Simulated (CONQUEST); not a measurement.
PbO (Litharge):

```
Pb O
1.0
     3.99000    0.00000    0.00000
     0.00000    3.99000    0.00000
     0.00000    0.00000    5.01000
Pb O
2 2
Direct
  0.00000 0.50000 0.24000
  0.50000 0.00000 0.76000
  0.50000 0.50000 0.00000
  0.00000 0.00000 0.00000
```

| Item | Value |
| --- | --- |
| Program | CONQUEST 1.3 |
| Task | single point |
| Functional | PBEsol |
| Potentials or basis | PseudoDojo NC PBEsol, DZP, grid cutoff 150 Ha |
| k mesh | 7 × 7 × 6 |
| Occupations | fermi-dirac, width 0.05 eV |
| Spin | no spin polarisation |

On this cell: pressure 1.8 GPa; largest force 0.042 eV/Å; band gap on the k mesh 1.33 eV, indirect (least direct gap 2.23 eV).

The same run follows on a disturbed copy (atoms moved at random, drawn with an rms of 0.05 Å):

```
Pb O
1.0
     3.99000    0.00000    0.00000
     0.00000    3.99000    0.00000
     0.00000    0.00000    5.01000
Pb O
2 2
Direct
  0.00029 0.50251 0.23593
  0.50782 0.98947 0.75257
  0.50656 0.49476 0.00222
  0.01242 0.99373 0.99176
```

**Question.** What changes?

**Answer.** The energy moves by +3.8 meV/atom; pressure 1.4 GPa; largest force 0.306 eV/Å; band gap on the k mesh 1.28 eV, indirect (least direct gap 2.16 eV).

Forces on the atoms (eV/Å):
```
Pb   0.176 -0.197  0.034
Pb   0.042  0.132  0.203
O   -0.042 -0.049 -0.299
O   -0.154  0.169  0.063
```

Stress tensor (GPa, compression positive):
```
 2.82 -0.08  0.22
-0.08  1.14 -0.66
 0.22 -0.66  0.30
```

The forces don't sum to zero, so they hold noise of the program's grid.

Caveats: spin-orbit coupling is left out, which as a rule narrows the gap of such compounds by several tenths of an eV; an odd mesh through Γ misses points on the zone boundary, where band edges often lie; the basis of atomic orbitals isn't converged, which shifts pressures, moduli and gaps.
